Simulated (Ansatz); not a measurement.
# KI: the cost of one run

Computed with Ansatz 0.2.0 (DFT PBEsol, all-electron LAPW, scalar-relativistic unless said, unless a step's input says otherwise).

1 further run of the same task is left out (it didn't finish).

### Step 1. The starting structure

The structure is cubic, space group Fm-3m (No. 225). Conventional cell: a = 7.005 Å, b = 7.005 Å, c = 7.005 Å, α = 90.00°, β = 90.00°, γ = 90.00°. K (site symmetry m-3m) is surrounded by 6 I at 3.50 Å. I (site symmetry m-3m) has 6 K at 3.50 Å as nearest neighbours.

As a file:

```cif
data_structure
_symmetry_space_group_name_H-M 'P 1'
_symmetry_Int_Tables_number 1
_cell_length_a 4.9533
_cell_length_b 4.9533
_cell_length_c 4.9533
_cell_angle_alpha 60.000
_cell_angle_beta 60.000
_cell_angle_gamma 60.000
_cell_volume 85.93
loop_
_atom_site_label
_atom_site_type_symbol
_atom_site_fract_x
_atom_site_fract_y
_atom_site_fract_z
_atom_site_occupancy
K1 K 0.00000 0.00000 0.00000 1
I1 I 0.50000 0.50000 0.50000 1
```

Cartesian axes are those of the input's lattice vectors. The structure goes back to a database entry.

### Step 2. Reference run, fine mesh, LAPW

File input.yaml:

```yaml
crystal:
  lattice:
    - [0.0, 3.50248008579, 3.50248008579]
    - [3.50248008579, 0.0, 3.50248008579]
    - [3.50248008579, 3.50248008579, 0.0]
  atoms:
    - { symbol: K, position: [0.0, 0.0, 0.0] }
    - { symbol: I, position: [0.5, 0.5, 0.5] }
kpoints:
  mp_grid: { grid: [6, 6, 6] }
scf:
  occupations: { method: fixed }
hamiltonian:
  xc: pbesol
  pseudopotentials: { kind: all_electron, lapw: { basis_error: 0.001 } }
output:
  forces: true
  stress: true
  eigenvalues: true
  eigenstates:
    nscf_kmesh: { grid: [10, 10, 10] }
    de_dk: true
    e_range: [-9, 13.87396359154]
  optics:
    e_range: [0, 30]
    de: 0.2
    sigma: 0.15
    bands: { spectra_wanted_up_to: 30 }
    nscf_kmesh: { grid: [10, 10, 10] }
checkpoint:
  write: ck
  write_wavefunctions: false
```

Run with:

```
> ansatz run input.yaml --threads 1 --pin off --max-ram 3072MiB --backend cpu --events-out ev --progress --plain --runs-dir out
```

What time and memory should one allow on 1 thread of Arm Neoverse V1, shared host?

About 51 s, with a peak of 0.32 GiB.
